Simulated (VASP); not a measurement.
# CaF2 (Fm-3m) in VASP: notebook

One crystal, CaF2, is run at these levels: PBE, LDA, r2SCAN; tasks: dielectric tensor, band structure.

Everything below comes from runs of VASP 6.6.1. Logs are shortened: lines on timing, memory, paths and dates and some standing lists are left out, and cuts for length are marked.

**1. The crystal as given**

Symmetry: Fm-3m, No. 225, cubic system. Conventional cell: a = 5.513 Å, b = 5.513 Å, c = 5.513 Å, α = 90.00°, β = 90.00°, γ = 90.00°. Ca (site symmetry m-3m) is surrounded by 8 F at 2.39 Å. Around F (site symmetry -43m) lie 4 Ca at 2.39 Å.

The cell comes from a database or a generator and needn't be the stable form of this composition.

**2. Dielectric tensor, PBE**

Contents of INCAR:

```
PREC = Accurate
ENCUT = 450
EDIFF = 1E-8
ISMEAR = 0
SIGMA = 0.02
LREAL = F
LASPH = T
NELM = 120
ALGO = Fast
ISIF = 2
LWAVE = F
LCHARG = F
GGA = PE
LEPSILON = T
IBRION = 8
KPAR = 2
```

Contents of KPOINTS:

```
regular mesh
0
Gamma
  10 10 10
```

Contents of POSCAR:

```
CaF2                                    
1.0
    0.0000000000      2.7564989548      2.7564989548
    2.7564989548      0.0000000000      2.7564989548
    2.7564989548      2.7564989548      0.0000000000
  Ca              F             
     1     2
Direct
     0.0000000000000000    0.0000000000000000    0.0000000000000000
     0.7500000000000000    0.7500000000000000    0.7500000000000000
     0.2500000000000000    0.2500000000000000    0.2500000000000000
```

Potentials or basis: VASP PAW PBE potentials, release 64 (Ca_sv, F).

Command:

```
$ cat potpaw_PBE.64/Ca_sv/POTCAR potpaw_PBE.64/F/POTCAR > POTCAR
$ mpirun -np 2 vasp_std > vasp.out
```

OUTCAR:

```text
PREC = Accurate
   ENCUT = 450
   EDIFF = 1E-8
   ISMEAR = 0
   LREAL = F
   LASPH = T
   NELM = 120
   ISIF = 2
   GGA = PE
   LEPSILON = T
   IBRION = 8

 ion  position               nearest neighbor table
   1  0.000  0.000  0.000-   2 2.39   3 2.39   2 2.39   2 2.39   2 2.39   3 2.39   3 2.39   3 2.39

   2  0.750  0.750  0.750-   1 2.39   1 2.39   1 2.39   1 2.39
   3  0.250  0.250  0.250-   1 2.39   1 2.39   1 2.39   1 2.39

  LATTYP: Found a face centered cubic cell.
 ALAT       =     5.5129979096

  Lattice vectors:

 A1 = (   0.0000000000,   2.7564989548,   2.7564989548)
 A2 = (   2.7564989548,   0.0000000000,   2.7564989548)
 A3 = (   2.7564989548,   2.7564989548,   0.0000000000)

Analysis of symmetry for initial positions (statically):
=====================================================================
 Subroutine PRICEL returns:
 Original cell was already a primitive cell.

 Routine SETGRP: Setting up the symmetry group for a
 face centered cubic supercell.

 Subroutine GETGRP returns: Found 48 space group operations
 (whereof 48 operations were pure point group operations)
 out of a pool of 48 trial point group operations.

The static configuration has the point symmetry O_h .

Analysis of symmetry for dynamics (positions and initial velocities):
=====================================================================
 Subroutine PRICEL returns:
 Original cell was already a primitive cell.

 Routine SETGRP: Setting up the symmetry group for a
 face centered cubic supercell.

 Subroutine GETGRP returns: Found 48 space group operations
 (whereof 48 operations were pure point group operations)
 out of a pool of 48 trial point group operations.

The dynamic configuration has the point symmetry O_h .

[... 708 lines left out ...]
          XX          YY          ZZ          XY          YZ          ZX
  --------------------------------------------------------------------------------
  x     0.00000     0.00000     0.00000     0.00000     0.00000     0.00000
  y     0.00000     0.00000     0.00000     0.00000     0.00000     0.00000
  z     0.00000     0.00000     0.00000     0.00000     0.00000     0.00000

 PIEZOELECTRIC TENSOR (including local field effects)  for field in x, y, z        (C/m^2)
          XX          YY          ZZ          XY          YZ          ZX
  --------------------------------------------------------------------------------
  x     0.00000     0.00000     0.00000     0.00000     0.00000     0.00000
  y     0.00000     0.00000     0.00000     0.00000     0.00000     0.00000
  z     0.00000     0.00000     0.00000     0.00000     0.00000     0.00000

 BORN EFFECTIVE CHARGES (including local field effects) (in |e|, cummulative output)
 ---------------------------------------------------------------------------------
 ion    1
    1     2.35934     0.00000     0.00000
    2    -0.00000     2.35934     0.00000
    3     0.00000     0.00000     2.35934
 ion    2
    1    -1.17967     0.00000     0.00000
    2     0.00000    -1.17967     0.00000
    3     0.00000     0.00000    -1.17967
 ion    3
    1    -1.17967     0.00000     0.00000
    2     0.00000    -1.17967     0.00000
    3     0.00000     0.00000    -1.17967

 INTERNAL STRAIN TENSOR FOR ION    3 for displacements in x,y,z  (eV/Angst):
          X           Y           Z          XY          YZ          ZX
  --------------------------------------------------------------------------------
  x    -0.00000    -0.00000    -0.00000     0.00000    -2.14071     0.00000
  y    -0.00000     0.00000    -0.00000     0.00000     0.00000    -2.14071
  z    -0.00000    -0.00000     0.00000    -2.14071     0.00000     0.00000

 SECOND DERIVATIVES (NOT SYMMETRIZED)
 ------------------------------------
               1X          1Y          1Z          2X          2Y          2Z          3X          3Y          3Z
  1X    -3.928578    0.000000    0.000000    1.964289    0.000000    0.000000    1.964289    0.000000    0.000000
  1Y     0.000000   -3.928578    0.000000    0.000000    1.964289    0.000000    0.000000    1.964289    0.000000
  1Z     0.000000    0.000000   -3.928578    0.000000    0.000000    1.964289    0.000000    0.000000    1.964289
  2X     1.943737    0.000000   -0.000000   -4.251110    0.000000    0.000000    2.307372    0.000000    0.000000
  2Y     0.000000    1.943737    0.000000    0.000000   -4.251110    0.000000    0.000000    2.307372    0.000000
  2Z    -0.000000    0.000000    1.943737    0.000000    0.000000   -4.251110    0.000000    0.000000    2.307372
  3X     1.943737    0.000000   -0.000000    2.307372    0.000000    0.000000   -4.251110    0.000000    0.000000
  3Y     0.000000    1.943737    0.000000    0.000000    2.307372    0.000000    0.000000   -4.251110    0.000000
  3Z    -0.000000    0.000000    1.943737    0.000000    0.000000    2.307372    0.000000    0.000000   -4.251110

 Eigenvectors and eigenvalues of the dynamical matrix
 ----------------------------------------------------

   1 f  =    9.185408 THz    57.713619 2PiTHz  306.392225 cm-1    37.987777 meV
             X         Y         Z           dx          dy          dz
      0.000000  0.000000  0.000000    -0.000000   -0.000000    0.000000
      4.134748  4.134748  4.134748     0.049214   -0.094366   -0.699052
      1.378249  1.378249  1.378249    -0.049214    0.094366    0.699052
[... 43 lines left out ...]
   9 f/i=    0.018395 THz     0.115580 2PiTHz    0.613593 cm-1     0.076076 meV
             X         Y         Z           dx          dy          dz
      0.000000  0.000000  0.000000     0.477235    0.524002    0.091507
      4.134748  4.134748  4.134748     0.330307    0.362675    0.063334
      1.378249  1.378249  1.378249     0.330307    0.362675    0.063334

--------------------------------------------------------------------------------------------------------

 MACROSCOPIC STATIC DIELECTRIC TENSOR IONIC CONTRIBUTION
 ------------------------------------------------------
           6.142122     0.000000    -0.000000
           0.000000     6.142122     0.000000
          -0.000000     0.000000     6.142122
 ------------------------------------------------------

 ELASTIC MODULI CONTR FROM IONIC RELAXATION (kBar)
 Direction    XX          YY          ZZ          XY          YZ          ZX
 --------------------------------------------------------------------------------
 XX          -0.0000     -0.0000     -0.0000     -0.0000     -0.0000     -0.0000
 YY          -0.0000     -0.0000      0.0000     -0.0000     -0.0000      0.0000
 ZZ          -0.0000      0.0000     -0.0000      0.0000     -0.0000     -0.0000
 XY          -0.0000     -0.0000      0.0000    -53.4502      0.0000      0.0000
 YZ          -0.0000     -0.0000     -0.0000      0.0000    -53.4502     -0.0000
 ZX          -0.0000      0.0000     -0.0000      0.0000     -0.0000    -53.4502
 --------------------------------------------------------------------------------

 PIEZOELECTRIC TENSOR IONIC CONTR  for field in x, y, z        (C/m^2)
          XX          YY          ZZ          XY          YZ          ZX
  --------------------------------------------------------------------------------
  x     0.00000    -0.00000     0.00000     0.00000     0.00000     0.00000
  y    -0.00000    -0.00000    -0.00000    -0.00000    -0.00000     0.00000
  z    -0.00000    -0.00000    -0.00000    -0.00000    -0.00000     0.00000
```

OSZICAR:

```text
N       E                     dE             d eps       ncg     rms          rms(c)
DAV:   1     0.208754920837E+03    0.20875E+03   -0.12897E+04  1504   0.137E+03
DAV:   2    -0.101597404197E+02   -0.21891E+03   -0.21332E+03  1944   0.374E+02
DAV:   3    -0.183019028101E+02   -0.81422E+01   -0.81366E+01  1720   0.820E+01
DAV:   4    -0.186412829429E+02   -0.33938E+00   -0.33931E+00  2512   0.122E+01
[... 12 lines left out ...]
RMM:  13    -0.536407395726E+00    0.45267E-07   -0.24178E-07 14147   0.162E-04    0.727E-06
RMM:  14    -0.536407422833E+00   -0.27107E-07   -0.99853E-08 14300   0.102E-04    0.652E-06
RMM:  15    -0.536407513315E+00   -0.90481E-07   -0.66752E-08 13302   0.749E-05    0.366E-06
RMM:  16    -0.536407486359E+00    0.26956E-07   -0.17257E-08 13454   0.605E-05    0.993E-07
RMM:  17    -0.536407495067E+00   -0.87076E-08   -0.42140E-08 13399   0.544E-05    0.454E-07
 Linear response finished
```

It took 6.3 min on 2 MPI ranks of Intel Xeon Platinum 8375C at 2.90GHz (Ice Lake), shared host; peak memory 0.41 GiB.

Results:

| Item | Value |
| --- | --- |
| Band gap on the k mesh | 7.12 eV, indirect (least direct gap 7.37 eV) |
| Electronic dielectric tensor (diagonal) | 2.25 |
| Born charges (mean of the diagonal) | Ca +2.36; F -1.18 e |
| Highest phonon frequency at Γ, LO-TO splitting left out | 306 cm⁻¹ |

Levels at points of the mesh, in eV from the valence-band top:
```tsv
k point	band 8	band 9	band 10	band 11	band 12	band 13	band 14	band 15	band 16
(0.00, 0.00, 0.00)	-2.02	-2.02	-0.25	-0.25	-0.25	7.12	9.06	9.06	11.02
(0.50, 0.00, 0.00)	-1.45	-1.25	-1.20	-0.81	-0.81	9.26	9.26	9.57	10.60
(0.50, 0.50, 0.00)	-1.60	-1.60	-0.35	-0.35	0.00	8.04	9.36	9.94	10.69
```

Phonon frequencies in cm⁻¹ (negative: imaginary):
| q point | frequencies |
| --- | --- |
| (0.000, 0.000, 0.000) | -1 -1 -1 233 233 233 306 306 306 |

Electronic dielectric tensor:
```
2.25 0.00 0.00
0.00 2.25 0.00
0.00 0.00 2.25
```

Born effective charge tensors (e):
atom 1, Ca
```
2.36 0.00 0.00
0.00 2.36 0.00
0.00 0.00 2.36
```
atom 2, F
```
-1.18  0.00  0.00
 0.00 -1.18  0.00
 0.00  0.00 -1.18
```
atom 3, F
```
-1.18  0.00  0.00
 0.00 -1.18  0.00
 0.00  0.00 -1.18
```

 A k mesh can miss the band edges.

**3. Band structure, LDA**

Contents of INCAR:

```
SYSTEM = CaF2
  ALGO = Fast
  EDIFF = 1E-6
  ENCUT = 450
  ISIF = 2
  ISMEAR = 0
  KPAR = 2
  LASPH = .True.
  LCHARG = .False.
  LREAL = .False.
  LWAVE = .False.
  NELM = 120
  PREC = Accurate
  SIGMA = 0.02
```

Contents of KPOINTS:

```
k-points
0
Gamma
  10 10 10
  0 0 0
```

POSCAR is that of step 2.

Contents of KPOINTS_OPT:

```
path GXWKGLUWLK,UX
20
line-mode
reciprocal
 0.0000000000  0.0000000000  0.0000000000  G
 0.5000000000  0.0000000000  0.5000000000  X

 0.5000000000  0.0000000000  0.5000000000  X
 0.5000000000  0.2500000000  0.7500000000  W

 0.5000000000  0.2500000000  0.7500000000  W
 0.3750000000  0.3750000000  0.7500000000  K

 0.3750000000  0.3750000000  0.7500000000  K
 0.0000000000  0.0000000000  0.0000000000  G

 0.0000000000  0.0000000000  0.0000000000  G
 0.5000000000  0.5000000000  0.5000000000  L

 0.5000000000  0.5000000000  0.5000000000  L
 0.6250000000  0.2500000000  0.6250000000  U

 0.6250000000  0.2500000000  0.6250000000  U
 0.5000000000  0.2500000000  0.7500000000  W

 0.5000000000  0.2500000000  0.7500000000  W
 0.5000000000  0.5000000000  0.5000000000  L

 0.5000000000  0.5000000000  0.5000000000  L
 0.3750000000  0.3750000000  0.7500000000  K

 0.6250000000  0.2500000000  0.6250000000  U
 0.5000000000  0.0000000000  0.5000000000  X
```

Potentials or basis: VASP PAW LDA potentials, release 64 (Ca_sv, F).

Command:

```
$ cat potpaw_LDA.64/Ca_sv/POTCAR potpaw_LDA.64/F/POTCAR > POTCAR
$ mpirun -np 2 vasp_std > vasp.out
```

Run time: 38 s. Hardware: 2 MPI ranks of Intel Xeon Platinum 8375C at 2.90GHz (Ice Lake), shared host; peak memory 0.16 GiB.

Results (log left out):

| Property | Result |
| --- | --- |
| Free energy | -18.9180 eV |
| Band gap on the k mesh | 6.75 eV, indirect (least direct gap 7.01 eV) |
| Band gap along the path | 6.75 eV, indirect (least direct gap 7.01 eV) |

Levels at the corners of the path, in eV from the valence-band top:
| point | band 9 | band 10 | band 11 | band 12 | band 13 | band 14 | band 15 | band 16 |
| --- | --- | --- | --- | --- | --- | --- | --- | --- |
| Γ | -2.08 | -0.26 | -0.26 | -0.26 | 6.75 | 8.93 | 8.93 | 10.99 |
| X | -1.64 | -0.36 | -0.36 | 0.00 | 7.80 | 9.27 | 9.87 | 10.65 |
| X | -1.64 | -0.36 | -0.36 | 0.00 | 7.80 | 9.27 | 9.87 | 10.65 |
| W | -1.04 | -1.04 | -0.28 | -0.09 | 8.13 | 9.52 | 9.68 | 9.68 |
| W | -1.04 | -1.04 | -0.28 | -0.09 | 8.13 | 9.52 | 9.68 | 9.68 |
| K | -1.50 | -0.63 | -0.44 | -0.09 | 8.06 | 9.45 | 9.58 | 10.09 |
| K | -1.50 | -0.63 | -0.44 | -0.09 | 8.06 | 9.45 | 9.58 | 10.09 |
| Γ | -2.08 | -0.26 | -0.26 | -0.26 | 6.75 | 8.93 | 8.93 | 10.99 |
| Γ | -2.08 | -0.26 | -0.26 | -0.26 | 6.75 | 8.93 | 8.93 | 10.99 |
| L | -1.30 | -1.24 | -0.83 | -0.83 | 9.14 | 9.14 | 9.47 | 10.17 |
| L | -1.30 | -1.24 | -0.83 | -0.83 | 9.14 | 9.14 | 9.47 | 10.17 |
| U | -1.50 | -0.63 | -0.44 | -0.09 | 8.06 | 9.45 | 9.58 | 10.09 |
| U | -1.50 | -0.63 | -0.44 | -0.09 | 8.06 | 9.45 | 9.58 | 10.09 |
| W | -1.04 | -1.04 | -0.28 | -0.09 | 8.13 | 9.52 | 9.68 | 9.68 |
| W | -1.04 | -1.04 | -0.28 | -0.09 | 8.13 | 9.52 | 9.68 | 9.68 |
| L | -1.30 | -1.24 | -0.83 | -0.83 | 9.14 | 9.14 | 9.47 | 10.17 |
| L | -1.30 | -1.24 | -0.83 | -0.83 | 9.14 | 9.14 | 9.47 | 10.17 |
| K | -1.50 | -0.63 | -0.44 | -0.09 | 8.06 | 9.45 | 9.58 | 10.09 |
| U | -1.50 | -0.63 | -0.44 | -0.09 | 8.06 | 9.45 | 9.58 | 10.09 |
| X | -1.64 | -0.36 | -0.36 | 0.00 | 7.80 | 9.27 | 9.87 | 10.65 |

 A hybrid or GW would open this gap; LDA tends to underestimate it.

**4. Band structure, PBE**

Changes to INCAR since step 3:

```diff
@@ -4,2 +4,3 @@
   ENCUT = 450
+  GGA = PE
   ISIF = 2
```

KPOINTS is that of step 3.

POSCAR is that of step 3.

KPOINTS_OPT is that of step 3.

Potentials or basis: VASP PAW PBE potentials, release 64 (Ca_sv, F).

Command:

```
$ cat potpaw_PBE.64/Ca_sv/POTCAR potpaw_PBE.64/F/POTCAR > POTCAR
$ mpirun -np 2 vasp_std > vasp.out
```

It took 40 s on 2 MPI ranks of Intel Xeon Platinum 8375C at 2.90GHz (Ice Lake), shared host; peak memory 0.17 GiB.

It converged, with:

```yaml
Free_energy: -17.3492 eV
Band_gap_on_the_k_mesh: 7.12 eV, indirect (least direct gap 7.37 eV)
Band_gap_along_the_path: 7.12 eV, indirect (least direct gap 7.37 eV)
```

Levels at the corners of the path, in eV from the valence-band top:
| point | band 10 | band 11 | band 12 | band 13 | band 14 | band 15 |
| --- | --- | --- | --- | --- | --- | --- |
| Γ | -0.25 | -0.25 | -0.25 | 7.12 | 9.06 | 9.06 |
| X | -0.35 | -0.35 | 0.00 | 8.04 | 9.36 | 9.94 |
| X | -0.35 | -0.35 | 0.00 | 8.04 | 9.36 | 9.94 |
| W | -1.01 | -0.27 | -0.08 | 8.36 | 9.61 | 9.77 |
| W | -1.01 | -0.27 | -0.08 | 8.36 | 9.61 | 9.77 |
| K | -0.61 | -0.43 | -0.09 | 8.29 | 9.55 | 9.67 |
| K | -0.61 | -0.43 | -0.09 | 8.29 | 9.55 | 9.67 |
| Γ | -0.25 | -0.25 | -0.25 | 7.12 | 9.06 | 9.06 |
| Γ | -0.25 | -0.25 | -0.25 | 7.12 | 9.06 | 9.06 |
| L | -1.20 | -0.81 | -0.81 | 9.26 | 9.26 | 9.57 |
| L | -1.20 | -0.81 | -0.81 | 9.26 | 9.26 | 9.57 |
| U | -0.61 | -0.43 | -0.09 | 8.29 | 9.55 | 9.67 |
| U | -0.61 | -0.43 | -0.09 | 8.29 | 9.55 | 9.67 |
| W | -1.01 | -0.27 | -0.08 | 8.36 | 9.61 | 9.77 |
| W | -1.01 | -0.27 | -0.08 | 8.36 | 9.61 | 9.77 |
| L | -1.20 | -0.81 | -0.81 | 9.26 | 9.26 | 9.57 |
| L | -1.20 | -0.81 | -0.81 | 9.26 | 9.26 | 9.57 |
| K | -0.61 | -0.43 | -0.09 | 8.29 | 9.55 | 9.67 |
| U | -0.61 | -0.43 | -0.09 | 8.29 | 9.55 | 9.67 |
| X | -0.35 | -0.35 | 0.00 | 8.04 | 9.36 | 9.94 |

**5. Band structure, r2SCAN**

Contents of INCAR:

```
SYSTEM = CaF2
  ALGO = Normal
  EDIFF = 1E-6
  ENCUT = 450
  ISIF = 2
  ISMEAR = 0
  KPAR = 2
  LASPH = .True.
  LCHARG = .False.
  LMIXTAU = .True.
  LREAL = .False.
  LWAVE = .False.
  METAGGA = R2SCAN
  NELM = 120
  PREC = Accurate
  SIGMA = 0.02
```

KPOINTS is that of step 4.

POSCAR is that of step 4.

KPOINTS_OPT is that of step 4.

Command:

```
$ cat potpaw_PBE.64/Ca_sv/POTCAR potpaw_PBE.64/F/POTCAR > POTCAR
$ mpirun -np 2 vasp_std > vasp.out
```

Run time: 2.1 min. Hardware: 2 MPI ranks of Intel Xeon Platinum 8375C at 2.90GHz (Ice Lake), shared host; peak memory 0.18 GiB.

Results (log left out):

```yaml
Free_energy: -25.9511 eV
Band_gap_on_the_k_mesh: 7.79 eV, indirect (least direct gap 8.04 eV)
Band_gap_along_the_path: 7.79 eV, indirect (least direct gap 8.04 eV)
```

Levels at the corners of the path, in eV from the valence-band top:
```tsv
point	band 8	band 9	band 10	band 11	band 12	band 13	band 14	band 15	band 16
Γ	-2.01	-2.01	-0.25	-0.25	-0.25	7.79	9.90	9.90	11.94
X	-1.61	-1.61	-0.34	-0.34	0.00	8.68	10.28	10.78	11.61
X	-1.61	-1.61	-0.34	-0.34	0.00	8.68	10.28	10.78	11.61
W	-2.06	-1.01	-1.01	-0.25	-0.09	9.00	10.44	10.68	10.68
W	-2.06	-1.01	-1.01	-0.25	-0.09	9.00	10.44	10.68	10.68
K	-1.67	-1.46	-0.60	-0.42	-0.09	8.94	10.46	10.50	11.08
K	-1.67	-1.46	-0.60	-0.42	-0.09	8.94	10.46	10.50	11.08
Γ	-2.01	-2.01	-0.25	-0.25	-0.25	7.79	9.90	9.90	11.94
Γ	-2.01	-2.01	-0.25	-0.25	-0.25	7.79	9.90	9.90	11.94
L	-1.43	-1.23	-1.20	-0.81	-0.81	10.08	10.08	10.48	11.09
L	-1.43	-1.23	-1.20	-0.81	-0.81	10.08	10.08	10.48	11.09
U	-1.67	-1.46	-0.60	-0.42	-0.09	8.94	10.46	10.50	11.08
U	-1.67	-1.46	-0.60	-0.42	-0.09	8.94	10.46	10.50	11.08
W	-2.06	-1.01	-1.01	-0.25	-0.09	9.00	10.44	10.68	10.68
W	-2.06	-1.01	-1.01	-0.25	-0.09	9.00	10.44	10.68	10.68
L	-1.43	-1.23	-1.20	-0.81	-0.81	10.08	10.08	10.48	11.09
L	-1.43	-1.23	-1.20	-0.81	-0.81	10.08	10.08	10.48	11.09
K	-1.67	-1.46	-0.60	-0.42	-0.09	8.94	10.46	10.50	11.08
U	-1.67	-1.46	-0.60	-0.42	-0.09	8.94	10.46	10.50	11.08
X	-1.61	-1.61	-0.34	-0.34	0.00	8.68	10.28	10.78	11.61
```

Caveat: the PAW data sets were made with another functional, which shifts forces and pressure a little. r2SCAN opens gaps a little over a GGA but as a rule still falls short of measured ones.

**6. Summary**

| task | level | potentials or basis | further INCAR settings | gap on the mesh (eV) |
| --- | --- | --- | --- | --- |
| dielectric tensor | PBE | VASP PAW PBE potentials, release 64 (Ca_sv, F) | ALGO = Fast; EDIFF = 1e-08; IBRION = 8 | 7.12 |
| band structure | LDA | VASP PAW LDA potentials, release 64 (Ca_sv, F) | ALGO = Fast; EDIFF = 1e-06 | 6.75 |
| band structure | PBE | VASP PAW PBE potentials, release 64 (Ca_sv, F) | ALGO = Fast; EDIFF = 1e-06 | 7.12 |
| band structure | r2SCAN | VASP PAW PBE potentials, release 64 (Ca_sv, F) | ALGO = Normal; EDIFF = 1e-06 | 7.79 |

Alike in all rows: no spin polarisation; cell as given; k mesh 10 × 10 × 10; cutoff (eV) 450; smearing gaussian 0.02 eV.

Total energies depend on the potentials used, so only differences within one code and one set of settings carry meaning.
